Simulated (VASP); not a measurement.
**AlN: single point with PBE**

Crystal: AlN.

```xyz
2
Lattice="0.0000 2.1840 2.1840 2.1840 0.0000 2.1840 2.1840 2.1840 0.0000" Properties=species:S:1:pos:R:3 pbc="T T T"
Al    0.0000    0.0000    0.0000
N     3.2760    3.2760    3.2760
```

Measurements of this composition are mostly on another form, of space group No. 186.

- Program: VASP 6.6.1
- Task: single point
- Functional: PBE
- Potentials or basis: VASP PAW PBE potentials, release 64 (Al, N)
- Cutoff: 600 eV
- k mesh: 10 × 10 × 10
- Occupations: gaussian, width 0.02 eV
- Spin: no spin polarisation

```json
{"Pressure": "4.5 GPa", "Band gap on the k mesh": "3.32 eV, indirect (least direct gap 4.20 eV)"}
```

Levels at points of the mesh, in eV from the valence-band top:
| k point | band 2 | band 3 | band 4 | band 5 | band 6 | band 7 |
| --- | --- | --- | --- | --- | --- | --- |
| (0.00, 0.00, 0.00) | 0.00 | 0.00 | 0.00 | 4.20 | 12.56 | 12.56 |
| (0.50, 0.00, 0.00) | -5.85 | -0.48 | -0.48 | 7.38 | 9.87 | 11.15 |
| (0.50, 0.50, 0.00) | -4.90 | -1.77 | -1.77 | 3.32 | 8.62 | 13.96 |

It took 14 s on 1 thread of Intel(R) Xeon(R) Platinum 8488C (Sapphire Rapids), on a shared host, peak memory 0.15 GiB.

A k mesh can miss the band edges.
